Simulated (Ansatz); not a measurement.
Task: a convergence test of the k-point mesh of Ag, space group Im-3m, with the Ansatz DFT code, driven from Python. Give the script and its output. Settings (first run): PBE, PAW, cutoff 550 eV, 3×3×3 k-points, Fermi-Dirac smearing of 0.05 eV. The script varies mesh: (3, 3, 3), (4, 4, 4), (6, 6, 6), (8, 8, 8), (9, 9, 9), (12, 12, 12).

```
CELL_PARAMETERS angstrom
-1.65565 1.65565 1.65565
1.65565 -1.65565 1.65565
1.65565 1.65565 -1.65565
ATOMIC_POSITIONS crystal
Ag 0.00000 0.00000 0.00000
```

`ag_kconv.py`
```python
"""Convergence of Ag with the k-point mesh."""

import ansatz as az


def main() -> None:
    system = (
        az.Lattice.bcc(3.3113)
        .space_group(229)
        .atom("Ag", [0.0, 0.0, 0.0])
        .primitive()
    )

    base = (
        system.calculation()
        .basis(550)
        .occupations("fermi_dirac", width=0.05)
        .functional("PBE")
    )

    rows = []
    for value in [(3, 3, 3), (4, 4, 4), (6, 6, 6), (8, 8, 8), (9, 9, 9), (12, 12, 12)]:
        report = base.kpoints(*value).run().report
        rows.append((value, report["free_energy_ev"] / len(report["lattice"]["sites"]), report["n_iterations"], report["n_kpoints"]))

    print("        mesh   F/atom (eV)    iterations      k-points")
    for row in rows:
        print(f"{str(row[0]):>12s}  {row[1]:12.5f}  {row[2]:12d}  {row[3]:12d}")

    # the last row is the reference
    for row in rows[:-1]:
        shift = 1000 * (row[1] - rows[-1][1])
        print(f"{row[0]}: {shift:+.2f} meV/atom" + ("  (within 5 meV)" if abs(shift) < 5 else ""))


if __name__ == "__main__":
    main()
```

```console
$ python ag_kconv.py
        mesh   F/atom (eV)    iterations      k-points
   (3, 3, 3)   -7590.88226             6             4
   (4, 4, 4)   -7590.25113             6             8
   (6, 6, 6)   -7590.43738             6            16
   (8, 8, 8)   -7590.47861             6            29
   (9, 9, 9)   -7590.53552             6            35
(12, 12, 12)   -7590.51000             6            72
(3, 3, 3): -372.27 meV/atom
(4, 4, 4): +258.87 meV/atom
(6, 6, 6): +72.62 meV/atom
(8, 8, 8): +31.39 meV/atom
(9, 9, 9): -25.52 meV/atom
```

This isn't the structure that Ag takes at ambient conditions. Shifts are counted from the finest mesh, which is itself no proven limit.

(Lines on the test bed's own set-up are left out of the output.)
